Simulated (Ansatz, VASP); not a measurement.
# One calculation of InGa3As2, two programs

```
In Ga As
1.0
     3.43429    0.00000    0.00000
     0.00000    3.43429    0.00000
     0.00000    0.00000   10.26752
In Ga As
1 3 2
Direct
  0.00000 0.00000 0.00000
  0.50000 0.50000 0.18374
  0.50000 0.50000 0.50000
  0.50000 0.50000 0.81625
  0.00000 0.00000 0.33426
  0.00000 0.00000 0.66574
```

Change from the starting cell: species swapped into the Al3Ni2Pt type (P4/mmm, No. 123).

Alike in both runs: task single point; functional PBE; k mesh 6 × 6 × 2; occupations gaussian, width 0.1 eV; no spin polarisation.

```csv
,VASP,Ansatz
version,VASP 6.6.1,Ansatz 0.2.0
potentials or method,"VASP PAW PBE potentials, release 64 (In_d, Ga_d, As)","scalar-relativistic, plane waves, PAW"
plane-wave cutoff (eV),520,420
valence electrons in the cell,62,82
```

```tsv
	VASP	Ansatz	Ansatz less VASP
gap on the k mesh at the Fermi level (eV)	none	none	-
pressure (GPa)	0.9	0.8	-0.08
largest component of the traceless stress (GPa)	1.16	1.16	0.000
rms of the force components (eV/Å)	0.152	0.155	+0.0025
```

Atom by atom the forces differ by 0.003 eV/Å (rms over components). A gap of «none» marks a metal or a gap that the smearing closes. The two sets of potentials don't hold the same shells in valence.
